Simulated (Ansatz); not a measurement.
ZrO$_{2}$:
```xyz
12
Lattice="5.1893 0.0000 0.0000 0.0000 5.2417 0.0000 -0.9038 0.0000 5.3026" Properties=species:S:1:pos:R:3 pbc="T T T"
Zr     3.0447     5.0119     4.1883
Zr     1.2408     0.2299     1.1144
Zr     0.7889     2.3910     3.7657
Zr     3.4966     2.8507     1.5370
O     -0.4317     0.9112     4.5082
O      4.7172     4.3305     0.7944
O      4.2653     3.5321     3.4457
O      0.0202     1.7097     1.8569
O      2.8262     1.3458     0.1310
O      1.4593     3.8960     5.1716
O      1.9112     3.9666     2.5203
O      2.3743     1.2751     2.7824
```

Relaxed with PBE. Special points in fractions of this cell's reciprocal vectors: Γ (0.000, 0.000, 0.000); Z (0.000, 0.500, 0.000); D (0.000, 0.500, 0.500); B (0.000, 0.000, 0.500); A (-0.500, 0.000, 0.500); E (-0.500, 0.500, 0.500); C2 (-0.500, 0.500, 0.000); Y2 (-0.500, 0.000, 0.000).

Problem. List the band energies nearest the valence-band maximum at these points for PBE (plane waves, PAW; program Ansatz).

Solution. In eV from the valence-band maximum; about four levels below and three above (degenerate sets whole), none deeper than 8.9 eV; points with the same levels are listed once.

| k | below | above |
|---|---|---|
| Γ | -0.56 -0.55 -0.19 0.00 | 4.06 4.28 4.61 |
| Z | -0.79 -0.79 -0.39 -0.39 | 4.47 4.47 4.87 4.87 |
| D | -0.86 -0.86 -0.65 -0.65 | 4.34 4.34 4.49 4.49 |
| B | -0.72 -0.72 -0.46 -0.46 | 4.25 4.25 4.47 4.47 |
| A | -0.88 -0.88 -0.49 -0.49 | 3.82 3.82 4.87 4.87 |
| E | -0.96 -0.96 -0.67 -0.67 | 4.02 4.02 4.57 4.57 |
| C2 | -0.88 -0.88 -0.55 -0.55 | 4.24 4.24 4.55 4.55 |
| Y2 | -0.72 -0.53 -0.42 -0.07 | 3.66 4.49 4.50 |

Space group P2_1/c. Symmetry was held in the PBE relaxation. No spin polarisation was allowed. Spin–orbit coupling is left out wherever it is not named.

Potentials: the earlier of the program's two PAW sets.
